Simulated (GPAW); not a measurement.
The system is CdSe (Cadmoselite).

```xyz
4
Lattice="4.3000 0.0000 0.0000 -2.1500 3.7239 0.0000 0.0000 0.0000 7.0200" Properties=species:S:1:pos:R:3 pbc="T T T"
Cd    2.1500    1.2413    3.5100
Cd    0.0000    2.4826    0.0000
Se    2.1500    1.2413    6.2127
Se    0.0000    2.4826    2.7027
```

```yaml
Program: GPAW 26.7.0
Task: relaxation of cell and atoms
Functional: PBE
Dispersion: D3
Potentials_or_basis: GPAW PAW data sets (gpaw-data 1.2.1)
Cutoff: 600 eV
Basis: pw
k_mesh: 5 × 5 × 3
Occupations: fermi-dirac, width 0.05 eV
Spin: no spin polarisation
```

At the start: pressure 0.7 GPa; volume 28.10 Å³/atom.

Problem. Where does the relaxation end?

Solution. Over 7 steps the energy falls by 5.5 meV/atom and the volume is 28.46 Å³/atom (+1.3 %); space group P6_3mc (No. 186, to 0.05 Å).

Step by step:
```
step  energy change (eV)  largest force (eV/Å)  pressure (GPa)  volume (Å³)
   1              0.0000                0.2799            0.69       112.41
   2             -0.0059                0.2418            0.59       112.56
   3             -0.0214                0.0143            0.12       113.43
   4             -0.0215                0.0056            0.13       113.41
   5             -0.0216                0.0104            0.11       113.45
   6             -0.0218                0.0213            0.00       113.69
   7             -0.0219                0.0178           -0.06       113.84
```

Final structure:
```cif
data_structure
_symmetry_space_group_name_H-M 'P 1'
_symmetry_Int_Tables_number 1
_cell_length_a 4.3252
_cell_length_b 4.3252
_cell_length_c 7.0268
_cell_angle_alpha 90.000
_cell_angle_beta 90.000
_cell_angle_gamma 120.000
_cell_volume 113.84
loop_
_atom_site_label
_atom_site_type_symbol
_atom_site_fract_x
_atom_site_fract_y
_atom_site_fract_z
_atom_site_occupancy
Cd1 Cd 0.66667 0.33333 0.50395 1
Cd2 Cd 0.33333 0.66667 0.00395 1
Se1 Se 0.66667 0.33333 0.88104 1
Se2 Se 0.33333 0.66667 0.38104 1
```

Caveat: later steps reuse the first step's grids.
